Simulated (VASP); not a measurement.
# HS2 (Cmce) in VASP: density of states with PBE

Aim: the density of states of HS2 with PBE.

All numbers are computed with VASP 6.6.1; they aren't measurements. Logs are shortened: lines on timing, memory, paths and dates and some standing lists are left out, and cuts for length are marked.

## 1. Starting point

It takes space group Cmce (No. 64, orthorhombic). The conventional cell has a = 6.335 Å, b = 5.531 Å, c = 8.881 Å, α = 90.00°, β = 90.00°, γ = 90.00°. Around H (site symmetry 2/m) lie 2 S at 2.01 Å. S (site symmetry m) is surrounded by 1 H at 2.01 Å.

The cell was built by a generator and needn't be a form met in nature.

## 2. Density of states, PBE

Input file POSCAR:

```
HS2
1.0
    3.1673410000      2.7655400000      0.0000000000
    3.1673410000     -2.7655400000      0.0000000000
    0.0000000000      0.0000000000     -8.8812390000
H S
2 4
Direct
    0.0000000000      0.0000000000      0.5000000000
    0.5000000000      0.5000000000      0.0000000000
    0.2000000000      0.8000000000      0.8719000000
    0.3000000000      0.7000000000      0.3719000000
    0.8000000000      0.2000000000      0.1281000000
    0.7000000000      0.3000000000      0.6281000000
```

Input file INCAR.step1:

```
PREC = Accurate
ENCUT = 520
EDIFF = 1E-7
ISMEAR = -1
SIGMA = 0.1
LREAL = False
LASPH = True
NELM = 60
ALGO = Fast
ISIF = 2
LWAVE = False
LCHARG = True
GGA = PE
NBANDS = 22
```

Input file KPOINTS.step1:

```
Automatic mesh
0
Gamma
  8 8 4
```

Input file INCAR.step2:

```
PREC = Accurate
ENCUT = 520
EDIFF = 1E-7
ISMEAR = -5
SIGMA = 0.1
LREAL = False
LASPH = True
NELM = 60
ALGO = Fast
ISIF = 2
LWAVE = False
LCHARG = False
GGA = PE
LORBIT = 11
NBANDS = 22
NEDOS = 1001
ICHARG = 11
```

Input file KPOINTS.step2:

```
Automatic mesh
0
Gamma
  12 12 6
```

Potentials or basis: VASP PAW PBE potentials, release 64 (H, S).

On the command line:

```
> cat potpaw_PBE.64/H/POTCAR potpaw_PBE.64/S/POTCAR > POTCAR
> cp INCAR.step1 INCAR
> cp KPOINTS.step1 KPOINTS
> mpirun -np 1 vasp_std > vasp.out
> cp INCAR.step2 INCAR
> cp KPOINTS.step2 KPOINTS
> mpirun -np 1 vasp_std > vasp.out
```

OUTCAR:

```text
PREC = Accurate
   ENCUT = 520
   EDIFF = 1E-7
   ISMEAR = -5
   LREAL = False
   LASPH = True
   NELM = 60
   ISIF = 2
   GGA = PE
   LORBIT = 11
   ICHARG = 11

 ion  position               nearest neighbor table
   1  0.000  0.000  0.500-
   2  0.500  0.500  0.000-
   3  0.200  0.800  0.872-
   4  0.300  0.700  0.372-
   5  0.800  0.200  0.128-
   6  0.700  0.300  0.628-

  LATTYP: Found a base centered orthorhombic cell.
 ALAT       =     5.5310800000
 B/A-ratio  =     1.1452884428
 C/A-ratio  =     1.6056970791

  Lattice vectors:

 A1 = (  -3.1673410000,   2.7655400000,   0.0000000000)
 A2 = (   3.1673410000,   2.7655400000,   0.0000000000)
 A3 = (   0.0000000000,   0.0000000000,  -8.8812390000)

Analysis of symmetry for initial positions (statically):
=====================================================================
 Subroutine PRICEL returns:
 Original cell was already a primitive cell.

 Routine SETGRP: Setting up the symmetry group for a
 base centered orthorhombic supercell.

 Subroutine GETGRP returns: Found  8 space group operations
 (whereof  4 operations were pure point group operations)
 out of a pool of  8 trial point group operations.

The static configuration has the point symmetry C_2h.
 The point group associated with its full space group is D_2h.

Analysis of symmetry for dynamics (positions and initial velocities):
=====================================================================
 Subroutine PRICEL returns:
 Original cell was already a primitive cell.

 Routine SETGRP: Setting up the symmetry group for a
 base centered orthorhombic supercell.

 Subroutine GETGRP returns: Found  8 space group operations
 (whereof  4 operations were pure point group operations)
 out of a pool of  8 trial point group operations.

The dynamic configuration has the point symmetry C_2h.
 The point group associated with its full space group is D_2h.

 Subroutine INISYM returns: Found  8 space group operations
 (whereof  4 operations are pure point group operations),
 and found     1 'primitive' translations

----------------------------------------------------------------------------------------

                                     Primitive cell

  volume of cell :     155.5888

  direct lattice vectors                    reciprocal lattice vectors
     3.167341000  2.765540000  0.000000000     0.157861121  0.180796517  0.000000000
     3.167341000 -2.765540000  0.000000000     0.157861121 -0.180796517  0.000000000
[... 105 lines left out ...]
   PSTRESS=    0.0 pullay stress
   NELECT =      26.0000    total number of electrons
   NUPDOWN=      -1.0000    fix difference up-down
   EMIN   =  10.00;   EMAX   =-10.00  energy-range for DOS
   EFERMI =   0.00;   METHOD = LEGACY
   ISMEAR =    -5;   SIGMA  =   0.10  broadening in eV -4-tet -1-fermi 0-gaus
   EFERMI_NEDOS =   21; number of points for ismear=-14 and -15
   IALGO  =     68    algorithm
   IMIX   =      4    mixing-type and parameters
     AMIX     =   0.40;   BMIX     =  1.00
     AMIX_MAG =   1.60;   BMIX_MAG =  1.00
  volume/ion in A,a.u.               =      25.93       174.99
  Fermi-wavevector in a.u.,A,eV,Ry     =   0.901723  1.704009 11.062958  0.813104
  Thomas-Fermi vector in A             =   2.024839
   LORBIT       =     11    0 simple, 1 ext, 2 COOP (PROOUT), +10 PAW based schemes
   GGA     = PE    functional components
   LHFCALC =     F    Hartree Fock is set to
   AEXX    =    0.0000 exact exchange contribution
   IVDW    =     0    specifies the selected vdW correction
   LEPSILON=     F    determine dielectric tensor
   LRPA    =     F    only Hartree local field effects (RPA)
 non-spin polarized calculation
 RMM-DIIS sequential band-by-band and
 Fermi weights with tetrahedron method with Bloechl corrections
  energy-cutoff  :      520.00
  volume of cell :      155.59
 maximum number of plane-waves:      4214

 number of electron      25.9999999 magnetization

 Free energy of the ion-electron system (eV)
  ---------------------------------------------------
  ext. energy  EPLUGINS =         0.00000000
  ---------------------------------------------------
  free energy    TOTEN  =       -14.11729743 eV

  energy without entropy =      -14.11729743  energy(sigma->0) =      -14.11729743

 E-fermi :  -1.0858     XC(G=0):  -7.4626

 val. band max:       -1.0687444893   @ k =   0.3333   0.2500   0.5000
 cond. band min:      -1.1174124332   @ k =  -0.4167   0.4167   0.5000
 fundamental gap:     -0.0486679438
 Fermi energy:        -1.0857598556

 k-point     1 :       0.0000    0.0000    0.0000
  band No.  band energies     occupation
      1     -12.7994      2.00000
      2     -12.2475      2.00000
      3     -12.0327      2.00000
      4     -11.4584      2.00000
      5      -4.0519      2.00000
      6      -3.6664      2.00000
[... 589 lines left out ...]
     21       7.4163      0.00000
     22       7.9580      0.00000

 [... further k-points ...]
[... 5 lines left out ...]
  --------------------------------------------------------------------------------------
  -------------------------------------------------------------------------------------
  Total       -2.7686524    -17.4742432    -12.4905612      0.0000000     -0.0000000      0.0000000
  in kB      -28.5102283   -179.9412107   -128.6216904      0.0000000     -0.0000000      0.0000000
  external PRESSURE =    -112.3577098 kB  Pullay stress =       0.0000000 kB

 VOLUME and BASIS-vectors are now :
 -----------------------------------------------------------------------------
  energy-cutoff  :      520.00
  volume of cell :      155.59
      direct lattice vectors                 reciprocal lattice vectors
     3.167341000  2.765540000  0.000000000     0.157861121  0.180796517  0.000000000
     3.167341000 -2.765540000  0.000000000     0.157861121 -0.180796517  0.000000000
     0.000000000  0.000000000 -8.881239000     0.000000000  0.000000000 -0.112596902

 POSITION                                       TOTAL-FORCE (eV/Angst)
 -----------------------------------------------------------------------------------
      0.00000      0.00000     -4.44062         0.000000     -0.000000      0.000000
      3.16734      0.00000      0.00000         0.000000     -0.000000      0.000000
      3.16734     -1.65932     -7.74355         0.000000      0.445055     -1.612756
      3.16734     -1.10622     -3.30293         0.000000     -0.445055     -1.612756
      3.16734      1.65932     -1.13769         0.000000     -0.445055      1.612756
      3.16734      1.10622     -5.57831         0.000000      0.445055      1.612756
 -----------------------------------------------------------------------------------
    total drift:                                0.000000     -0.000000      0.000000

  FREE ENERGIE OF THE ION-ELECTRON SYSTEM (eV)
  ---------------------------------------------------
  free  energy   TOTEN  =       -14.1172974293 eV

  energy  without entropy=      -14.1172974293  energy(sigma->0) =      -14.11729743

 total charge

# of ion       s       p       d       tot
------------------------------------------
    1        0.350   0.010   0.000   0.360
    2        0.350   0.010   0.000   0.360
    3        1.404   2.040   0.000   3.445
    4        1.404   2.040   0.000   3.445
    5        1.404   2.040   0.000   3.445
    6        1.404   2.040   0.000   3.445
--------------------------------------------------
tot          6.318   8.182   0.000  14.500
```

OUTCAR.step1:

```text
PREC = Accurate
   ENCUT = 520
   EDIFF = 1E-7
   ISMEAR = -1
   LREAL = False
   LASPH = True
[... 841 lines left out ...]
      3.16734     -1.10622     -3.30293         0.000000     -0.497418     -1.576899
      3.16734      1.65932     -1.13769         0.000000     -0.497418      1.576899
      3.16734      1.10622     -5.57831         0.000000      0.497418      1.576899
 -----------------------------------------------------------------------------------
    total drift:                                0.000000     -0.000000      0.000000

  FREE ENERGIE OF THE ION-ELECTRON SYSTEM (eV)
  ---------------------------------------------------
  free  energy   TOTEN  =       -14.2684734962 eV

  energy  without entropy=      -13.9800009884  energy(sigma->0) =      -14.12423724
```

OSZICAR.step1:

```text
N       E                     dE             d eps       ncg     rms          rms(c)
DAV:   1     0.114330283147E+03    0.11433E+03   -0.10030E+04  2772   0.948E+02
DAV:   2    -0.475942568162E+01   -0.11909E+03   -0.11666E+03  3998   0.159E+02
DAV:   3    -0.141738610176E+02   -0.94144E+01   -0.92576E+01  3402   0.472E+01
DAV:   4    -0.143328911069E+02   -0.15903E+00   -0.15890E+00  3462   0.760E+00
DAV:   5    -0.143366457489E+02   -0.37546E-02   -0.37543E-02  3414   0.119E+00    0.454E+00
RMM:   6    -0.142697040304E+02    0.66942E-01   -0.66028E-02  2838   0.120E+00    0.245E+00
RMM:   7    -0.142675457672E+02    0.21583E-02   -0.84466E-02  3099   0.147E+00    0.370E-01
RMM:   8    -0.142679601015E+02   -0.41433E-03   -0.84402E-03  3244   0.579E-01    0.142E-01
RMM:   9    -0.142684035241E+02   -0.44342E-03   -0.21869E-03  3403   0.284E-01    0.688E-02
RMM:  10    -0.142684571227E+02   -0.53599E-04   -0.39912E-04  3333   0.130E-01    0.174E-02
RMM:  11    -0.142684697200E+02   -0.12597E-04   -0.14954E-04  3431   0.742E-02    0.706E-03
RMM:  12    -0.142684731382E+02   -0.34182E-05   -0.43010E-05  3557   0.362E-02    0.763E-03
RMM:  13    -0.142684735851E+02   -0.44681E-06   -0.51373E-06  3489   0.119E-02    0.632E-03
RMM:  14    -0.142684738624E+02   -0.27734E-06   -0.14257E-06  3270   0.651E-03    0.268E-03
RMM:  15    -0.142684734871E+02    0.37527E-06   -0.41982E-07  2607   0.338E-03    0.120E-03
RMM:  16    -0.142684734962E+02   -0.90404E-08   -0.12454E-07  2159   0.172E-03
   1 F= -.14268473E+02 E0= -.14124237E+02  d E =-.288473E+00
```

It took 5.1 min on 1 thread of Intel Xeon 6975P-C (Granite Rapids), shared host; peak memory 0.55 GiB.

Results:

| Item | Value |
| --- | --- |
| Valence electrons inside the program's atomic spheres | H 0.36; S 3.44 |

Levels at points of the mesh, in eV from the Fermi level:
```csv
k point,band 11,band 12,band 13,band 14,band 15,band 16
"(0.00, 0.00, 0.00)",-0.45,-0.13,0.08,0.34,0.74,0.75
"(0.50, 0.00, 0.00)",-0.32,-0.32,-0.19,-0.19,0.73,0.73
"(0.50, 0.50, 0.00)",-1.03,-0.97,-0.96,0.28,0.38,0.56
"(0.00, 0.00, 0.50)",-0.32,-0.32,0.25,0.25,0.31,0.31
"(0.50, 0.00, 0.50)",-0.23,-0.23,-0.02,-0.02,0.43,0.43
"(0.50, 0.50, 0.50)",-0.73,-0.73,-0.06,-0.06,0.04,0.04
```

States per cell in windows of 1 eV (zero at the Fermi level; states under -8 eV left out):
```
from (eV)  total  S3_p  S4_p  S5_p  S6_p  H1_s  H2_s
     -8.0   0.00  0.00  0.00  0.00  0.00  0.00  0.00
     -7.0   0.00  0.00  0.00  0.00  0.00  0.00  0.00
     -6.0   0.00  0.00  0.00  0.00  0.00  0.00  0.00
     -5.0   0.00  0.00  0.00  0.00  0.00  0.00  0.00
     -4.0   3.18  0.23  0.23  0.23  0.23  0.22  0.22
     -3.0   0.90  0.07  0.07  0.07  0.07  0.07  0.07
     -2.0   5.58  0.64  0.64  0.64  0.64  0.02  0.02
     -1.0   8.63  1.14  1.14  1.14  1.14  0.01  0.01
      0.0   5.79  0.85  0.85  0.85  0.85  0.01  0.01
      1.0   0.00  0.00  0.00  0.00  0.00  0.00  0.00
      2.0   0.00  0.00  0.00  0.00  0.00  0.00  0.00
      3.0   3.22  0.24  0.24  0.24  0.24  0.34  0.34
      4.0   0.80  0.06  0.06  0.06  0.06  0.09  0.09
      5.0   0.00  0.00  0.00  0.00  0.00  0.00  0.00
      6.0   0.03  0.00  0.00  0.00  0.00  0.00  0.00
      7.0   1.88  0.01  0.01  0.01  0.01  0.00  0.00
```

Caveat: tetrahedron occupations give inexact forces and stress in metals.
